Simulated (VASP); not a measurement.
The system is SnS.

```xyz
8
Lattice="11.1022 0.0000 0.0000 0.0000 3.9856 0.0000 0.0000 0.0000 4.2299" Properties=species:S:1:pos:R:3 pbc="T T T"
Sn    1.3158    0.9964    0.4652
Sn    4.2353    2.9892    2.5802
Sn    6.8669    0.9964    1.6497
Sn    9.7864    2.9892    3.7646
S     9.4730    0.9964    2.0065
S     7.1803    2.9892    4.1215
S     3.9219    0.9964    0.1084
S     1.6292    2.9892    2.2233
```

Base run:

| Property | Result |
| --- | --- |
| Program | VASP 6.6.1 |
| Functional | TB-mBJ |
| Potentials or basis | VASP PAW PBE potentials, release 64 (Sn_d, S) |
| Cutoff | 520 eV |
| k mesh | 4 × 8 × 6 |
| Occupations | gaussian, width 0.03 eV |
| Spin | no spin polarisation |

Its results: band gap on the k mesh 1.06 eV, indirect (least direct gap 1.54 eV).

Question: The run is repeated on the same cell with these changes: functional from TB-mBJ to PBE. What comes out?

Answer: Band gap on the k mesh 0.77 eV, indirect (least direct gap 1.14 eV).

Caveats: spin-orbit coupling is left out, which moves the levels of the heavy elements; the mesh misses the band edges, which the band path finds closer together.
